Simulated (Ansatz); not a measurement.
# A thicker film of SiO2 (110) from three thinner ones

In a field along its normal an insulating film takes a dipole p. Written as a length, p/(ε₀AE), it should grow by 1 − 1/ε for each ångström added.

Set-up. Ansatz 0.2.0, plane waves with PAW datasets (its set soft_2), PBE; rutile films relaxed at a bulk in-plane lattice constant near the measured one, then held in weak fields of both signs with a dipole correction (A is the cell's area, E the outer field).

| run | distance between the outer atoms (Å) | p/(ε₀AE) (Å) |
| --- | --- | --- |
| 2 units | 5.569 | 4.812 |
| 3 units | 8.349 | 6.913 |
| 4 units | 11.490 | 9.074 |
| 5 units | 14.430 | ? |

**Question.** What value belongs in the row marked “?”, and how far can the other rows tell?

A least-squares line through the 3 rows shown has slope 0.7191 and intercept 0.8427; no row lies more than 0.067 Å off it. That slope means ε = 1/(1 − 0.7191) = 3.56. At 14.430 it gives 0.7191 × 14.430 + 0.8427 = 11.219 Å, beyond the rows fitted. Rounding and scatter of the rows alone allow about ±0.134 Å there.

The run itself gives 11.183 Å: a miss of −0.036 Å, or 0.3 % of the value. The length is met to within 1 %, though ε is more sensitive than the length: the two thickest films give ε = 3.54.

**Limits.** This is the electronic response alone. A unit is one step of the cut along the normal (a plane, a pair of planes or a cell), and the layers relax along it, away from their bulk spacing where the functional's lattice constant differs from the one held.
